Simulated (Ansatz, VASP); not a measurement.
Si in VASP and in Ansatz

```
Si
1.0
     2.52729    0.00000    0.00000
    -1.26364    2.18870    0.00000
     0.00000    0.00000    2.39622
Si
1
Direct
  0.00000 0.00000 0.00000
```

Alike in both runs: functional PBEsol; k mesh 18 × 18 × 18; occupations fermi-dirac, width 0.1 eV; no spin polarisation.

Ansatz relaxed the structure, and its values are those at the end. VASP's run is a single point on that final structure, the one shown.

|  | VASP | Ansatz |
| --- | --- | --- |
| version | VASP 6.6.1 | Ansatz 0.2.0 |
| potentials or method | VASP PAW PBE potentials, release 64 (Si) | scalar-relativistic, plane waves, PAW |
| plane-wave cutoff (eV) | 520 | 420 |
| valence electrons in the cell | 4 | 4 |

|  | VASP | Ansatz | Ansatz less VASP |
| --- | --- | --- | --- |
| gap on the k mesh at the Fermi level (eV) | none | none | - |
| pressure (GPa) | 16.0 | 15.8 | -0.22 |

A gap of «none» marks a metal or a gap that the smearing closes. With one functional, cell and mesh, what is left measures potentials, basis and numerics.

Caveats: so large a pressure means that the cell lies far from this level's equilibrium, or that cutoff or potentials fall short (VASP); the potentials were made for another functional, which shifts forces and pressure (VASP).
